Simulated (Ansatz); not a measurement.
# Aluminium, diamond: HSE06 after PBE

How do the levels change when part of the exchange is made exact, and what does it cost? Spin polarisation is left out. The cell comes from an earlier PBE relaxation. Exact exchange is dear, so the k-mesh is coarse, and PBE is run on the same mesh for comparison.

Method: DFT, plane waves (420 eV) with PBE-made PAW files, scalar-relativistic; functionals as named at each step, in Ansatz 0.2.0.

**1. Starting point**

The structure is cubic, space group Fd-3m (No. 227). Conventional cell: a = 6.047 Å, b = 6.047 Å, c = 6.047 Å, α = 90.00°, β = 90.00°, γ = 90.00°. Around Al (site symmetry -43m) lie 4 Al at 2.62 Å.

Coordinates:

```
CELL_PARAMETERS angstrom
0.00000 3.02361 3.02361
3.02361 0.00000 3.02361
3.02361 3.02361 0.00000
ATOMIC_POSITIONS crystal
Al 0.12500 0.12500 0.12500
Al 0.87500 0.87500 0.87500
```

**2. PBE, coarse mesh**

The run with PBE.

File input.yaml:

```yaml
crystal:
  lattice:
    - [0.0, 3.0236068483, 3.0236068483]
    - [3.0236068483, 0.0, 3.0236068483]
    - [3.0236068483, 3.0236068483, 0.0]
  atoms:
    - { symbol: Al, position: [0.125, 0.125, 0.125] }
    - { symbol: Al, position: [0.875, 0.875, 0.875] }
hamiltonian:
  xc: pbe
  pseudopotentials:
    kind: paw
    azcp:
      Al: "pseudopotentials/Al.paw.azcp"
basis:
  ecutwfc: 420
  fft_grid_basis: typed
kpoints:
  mp_grid: { grid: [5, 5, 5], shift: [0, 0, 0] }
magnetization:
  spin_polarized: false
scf:
  occupations: { method: fermi_dirac, width: 0.1 }
output:
  write_density: true
  write_potential: true
  elf: true
  volumetric_format: npy
```

**3. HSE06, coarse mesh**

The run with HSE06.

input.yaml: that of step 2 with these lines changed.

```diff
@@ -9,3 +9,3 @@
 hamiltonian:
-  xc: pbe
+  xc: hse06
   pseudopotentials:
@@ -23,6 +23 @@
   occupations: { method: fermi_dirac, width: 0.1 }
-output:
-  write_density: true
-  write_potential: true
-  elf: true
-  volumetric_format: npy
```

(Steps that only read results are left out.)

Q: Predict the outcome of this session. Wanted: PBE: gap; HSE06: gap; HSE06: relative to fcc.

**Answer**, as computed:

```
                         quantity                         value
                         PBE: gap  none (levels filled in part)
                       HSE06: gap  none (levels filled in part)
HSE06: SCF cycles, exchange loops                         15, 2
 HSE06: CPU time over that of PBE                            16
           HSE06: relative to fcc                 +842 meV/atom
```

Both PBE and HSE06 leave levels filled in part. HSE06 cost 16 times the CPU time of PBE. HSE06 needed 2 outer loops of the exchange operator. The dense-mesh value adds +8.2 meV/atom, the change that PBE shows between the coarse mesh and its own dense run (not shown). Under HSE06 it lies 842 meV/atom above fcc (computed apart in the same way); on such meshes a few tens of meV are uncertain for metals. Absolute energies differ from functional to functional, by eV per atom at times, and say nothing by themselves.
